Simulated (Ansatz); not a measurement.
GaP (COD cell start) from one functional to the next

The compound was started in one structure type and brought to zero pressure at each level (plane-wave PAW code Ansatz, Gaussian smearing of 0.05 eV, scalar-relativistic unless SOC, spin–orbit coupling, is named).

The start was a cell as deposited in COD.

The cell at PBEsol (neighbours within 15 % of each site's shortest distance, so a longer bond may be listed from one end only): Symmetry: F-43m, No. 216, cubic system. Conventional cell: a = 5.438 Å, b = 5.438 Å, c = 5.438 Å, α = 90.00°, β = 90.00°, γ = 90.00°. Ga (site symmetry -43m) has 4 P at 2.35 Å as nearest neighbours. Around P (site symmetry -43m) lie 4 Ga at 2.35 Å.

```tsv
level	cutoff (eV)	k-mesh	final group	a (Å)	V (Å³/atom)	gap (eV)	B0 (GPa)	E_f (eV/atom)
PBEsol	420	10×10×10	F-43m	5.438	20.11	1.45	85	-0.41
PBE	420	10×10×10	F-43m	5.506	20.87	1.58	77	-0.43
r²SCAN	500	8×8×8	F-43m	5.451	20.25	1.84	–	-0.53
```

Volumes against PBE: PBEsol −3.6 %, r²SCAN −3.0 %. PBEsol < PBE is the usual order of volumes: a stronger gradient correction lowers the energy of inhomogeneous, expanded densities and so lengthens the bonds (here 1.2 % in length from PBEsol to PBE, a third of the change in volume). Of these two, the larger cell is the softer: stretching the PBEsol crystal to the PBE volume along its own (Murnaghan) curve would take its modulus to B0 (V0/V)^B0′ = 85 × (20.11/20.87)^4.5 = 72 GPa, against 77 GPa found, so volume alone would soften it more than is found. r²SCAN widens the gap by 0.27 eV over PBE, as meta-GGAs in the generalised Kohn–Sham scheme often do. The formation energy spans 0.12 eV/atom over the functionals (r²SCAN lowest, PBEsol highest); the spread holds the functional's effect on the elements as well as on the compound.

The PAW datasets are PBE ones. Gaps are (generalised) Kohn–Sham gaps. E_f is the formation energy from the elements run alike, at 0 K, without zero-point energy or dispersion between the molecules, chains or layers of the solid elements; it is good to about 0.01 eV/atom as a calculation.

All runs used the PAW datasets of the set soft_2.
